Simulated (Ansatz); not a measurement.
Set up this calculation in Ansatz 0.2.0, as the native input.

| Quantity | Value |
| --- | --- |
| Task | single point |
| Functional | PBE |
| Potentials or basis | Ansatz PAW |
| Cutoff | 420 eV (not typed: the program's choice for these potentials) |
| k mesh | 9 × 9 × 5 |
| Occupations | gaussian, width 0.018 eV |
| Spin | no spin polarisation |

Sb:

```
CELL_PARAMETERS angstrom
3.35453 0.00000 0.00000
-1.67727 2.90511 0.00000
0.00000 0.00000 5.47016
ATOMIC_POSITIONS crystal
Sb 0.66667 0.33333 0.75000
Sb 0.33333 0.66667 0.25000
```

This isn't the form of Sb at room conditions, which is rhombohedral.

The input as run:

input.yaml

```yaml
crystal:
  lattice:
    - [3.3545324186, 0.0, 0.0]
    - [-1.6772662093, 2.9051102923, 0.0]
    - [0.0, 0.0, 5.47016065]
  atoms:
    - { symbol: Sb, position: [0.6666666667, 0.3333333333, 0.75] }
    - { symbol: Sb, position: [0.3333333333, 0.6666666667, 0.25] }
hamiltonian:
  xc: pbe
  pseudopotentials: { kind: paw }
kpoints:
  mp_grid: { grid: [9, 9, 5] }
scf:
  occupations: { method: gaussian, width: 0.018 }
output:
  forces: true
  stress: true
  eigenvalues: true
```

Potentials or basis: Ansatz PAW.

Launch:

```bash
$ ansatz run input.yaml --threads 2 --pin off --max-ram 5632MiB --backend cpu --events-out ev --progress --plain --runs-dir out
```

It gave:

```
Pressure               : 1.5 GPa
Band gap on the k mesh : none (metal or under the smearing width)
```

Wall time 0.96 s on 2 threads of Arm Neoverse V1, on a shared host, peak memory 0.32 GiB.
